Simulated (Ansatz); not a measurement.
TiO2:

```
CELL_PARAMETERS angstrom
5.58222 0.00000 0.00000
-2.79111 4.83435 0.00000
0.00000 0.00000 6.08247
ATOMIC_POSITIONS crystal
Ti 0.46694 0.00000 0.33333
Ti 0.00000 0.46694 0.66667
Ti 0.53306 0.53306 0.00000
O 0.58107 0.85143 0.12066
O 0.72963 0.14857 0.54600
O 0.27037 0.41893 0.78733
O 0.85143 0.58107 0.87934
O 0.14857 0.72963 0.45400
O 0.41893 0.27037 0.21267
```

Measurements of this composition are mostly on another form, of space group No. 141.

```yaml
Program: Ansatz 0.2.0
Task: relaxation of cell and atoms
Functional: revPBE
Dispersion: D3(BJ)
Potentials_or_basis: Ansatz PAW
Cutoff: "420 eV (not typed: the program's choice for these potentials)"
k_mesh: 6 × 6 × 5
Occupations: fermi-dirac, width 0.05 eV
Spin: no spin polarisation
```

At the start: volume 18.24 Å³/atom.

Task: How do energy, volume and symmetry change on relaxing?

Result: It ends after 12 steps and the volume is 16.34 Å³/atom (-10.4 %); space group P3_121 (No. 152, to 0.05 Å).

Step by step:
```tsv
step	energy change (eV)	largest force (eV/Å)	volume (Å³)
1	0.0000	0.1549	164.14
2	-0.0160	0.1087	163.11
3	-0.0737	0.2298	152.13
4	-0.0937	0.1880	146.01
5	-0.1022	0.0102	150.26
6	-0.1032	0.0089	149.91
7	-0.0820	0.0089	149.91
8	-0.0895	0.0016	147.77
9	-0.0902	0.0004	147.51
10	-0.0842	0.0003	147.51
11	-0.0855	0.0008	147.04
12	-0.0845	0.0008	147.04
```

Final structure:
```cif
data_structure
_symmetry_space_group_name_H-M 'P 1'
_symmetry_Int_Tables_number 1
_cell_length_a 5.3712
_cell_length_b 5.3712
_cell_length_c 5.8855
_cell_angle_alpha 90.000
_cell_angle_beta 90.000
_cell_angle_gamma 120.000
_cell_volume 147.04
loop_
_atom_site_label
_atom_site_type_symbol
_atom_site_fract_x
_atom_site_fract_y
_atom_site_fract_z
_atom_site_occupancy
Ti1 Ti 0.44766 0.00000 0.33333 1
Ti2 Ti 0.00000 0.44766 0.66667 1
Ti3 Ti 0.55234 0.55234 0.00000 1
O1 O 0.59283 0.89232 0.09730 1
O2 O 0.70050 0.10768 0.56937 1
O3 O 0.29950 0.40717 0.76397 1
O4 O 0.89232 0.59283 0.90270 1
O5 O 0.10768 0.70050 0.43063 1
O6 O 0.40717 0.29950 0.23603 1
```

Caveat: the plane-wave basis is chosen anew once the cell has moved, so the energies of steps on either side of that aren't comparable; the pressure holds a Pulay correction of +0.4 GPa for the finite cutoff; the PAW data sets come from PBE, with cores solved anew for the run's functional, which leaves a small shift of forces and pressure.
